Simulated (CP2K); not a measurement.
PtS2:

```xyz
3
Lattice="3.5432 0.0000 0.0000 -1.7716 3.0685 0.0000 0.0000 0.0000 5.0388" Properties=species:S:1:pos:R:3 pbc="T T T"
Pt    0.0000    0.0000    0.0000
S     1.7716    1.0228    3.8950
S     0.0000    2.0457    1.1438
```

Base run:

```yaml
Program: CP2K 2026.2
Functional: PBE
Potentials_or_basis: GTH_POTENTIALS Pt GTH-PBE-q18, S GTH-PBE-q6; DZVP-MOLOPT-SR-GTH basis
Density_cutoff: 6123 eV
k_mesh: 7 × 7 × 4
Occupations: fermi-dirac, width 0.05 eV
Spin: no spin polarisation
```

Its results: band gap on the k mesh 0.83 eV, indirect (least direct gap 1.02 eV); largest force 1.495 eV/Å.

Q: The run is repeated on the same cell with these changes: hubbard terms from none to Pt d U = 2.0 eV. What comes out?

A: Band gap on the k mesh 0.33 eV, indirect (least direct gap 0.59 eV); largest force 1.274 eV/Å.

Caveats: spin-orbit coupling is left out, which moves the levels of the heavy elements; an odd mesh through Γ misses points on the zone boundary, where band edges often lie; the basis of atomic orbitals isn't converged, which shifts pressures, moduli and gaps; forces of over 1 eV/Å show positions far from the minimum, so gaps and moduli don't describe the material at rest; this program's U acts on Mulliken populations of all basis functions of the shell, so it isn't the U of plane-wave codes (some runs); energies scatter by some meV and the pressure isn't listed (some runs).
